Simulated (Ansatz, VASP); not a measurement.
## NaF in VASP and in Ansatz

The input INCAR:

```
SYSTEM = NaF
PREC = Accurate
ENCUT = 520
EDIFF = 1E-6
ISMEAR = -1
SIGMA = 0.02
LREAL = .False.
LASPH = .True.
NELM = 60
ALGO = Normal
ISIF = 2
LWAVE = .False.
LCHARG = .True.
GGA = CA
LELF = .True.
LVHAR = .True.
NBANDS = 14
```

File KPOINTS:

```
Automatic mesh
0
Gamma
  10 10 10
  0 0 0
```

POSCAR

```
NaF
1.0
    0.0000000000      2.3310186614      2.3310186614
    2.3310186614      0.0000000000      2.3310186614
    2.3310186614      2.3310186614      0.0000000000
Na F
1 1
Direct
    0.0000000000      0.0000000000      0.0000000000
    0.5000000000      0.5000000000      0.5000000000
```

Input for Ansatz:

```yaml
crystal:
  lattice:
    - [0.0, 2.3310186614, 2.3310186614]
    - [2.3310186614, 0.0, 2.3310186614]
    - [2.3310186614, 2.3310186614, 0.0]
  atoms:
    - { symbol: Na, position: [0.0, 0.0, 0.0] }
    - { symbol: F, position: [0.5, 0.5, 0.5] }
kpoints:
  mp_grid: { grid: [10, 10, 10] }
  band_path:
    path:
      - [0.0, 0.0, 0.0]
      - [0.5, 0.0, 0.5]
      - [0.625, 0.25, 0.625]
      - [0.375, 0.375, 0.75]
      - [0.0, 0.0, 0.0]
      - [0.5, 0.5, 0.5]
      - [0.5, 0.25, 0.75]
      - [0.5, 0.0, 0.5]
    npoints: 5
scf:
  occupations: { method: fermi_dirac, width: 0.02 }
hamiltonian:
  xc: lda
  pseudopotentials: { kind: all_electron, lapw: { basis_error: 0.0005 } }
output:
  forces: true
  stress: true
  eigenvalues: true
```

Change from the starting cell: volume scaled by 1.01.

Alike in both runs: task single point; functional LDA; k mesh 10 × 10 × 10; occupations fermi-dirac, width 0.02 eV; no spin polarisation.

|  | VASP | Ansatz |
| --- | --- | --- |
| version | VASP 6.6.1 | Ansatz 0.2.0 |
| potentials or method | VASP PAW LDA potentials, release 64 (Na_pv, F) | all-electron LAPW, scalar-relativistic |
| plane-wave cutoff (eV) | 520 | see its input |

VASP gave:

* gap on the k mesh at the Fermi level (eV): 5.86
* pressure (GPa): -5.1

What did Ansatz give for the same quantities?

gap on the k mesh at the Fermi level (eV): 5.87; pressure (GPa): -5.0.

Ansatz ran all-electron here, so the differences hold the error of VASP's frozen core and of both bases.

A k mesh can miss the band edges.
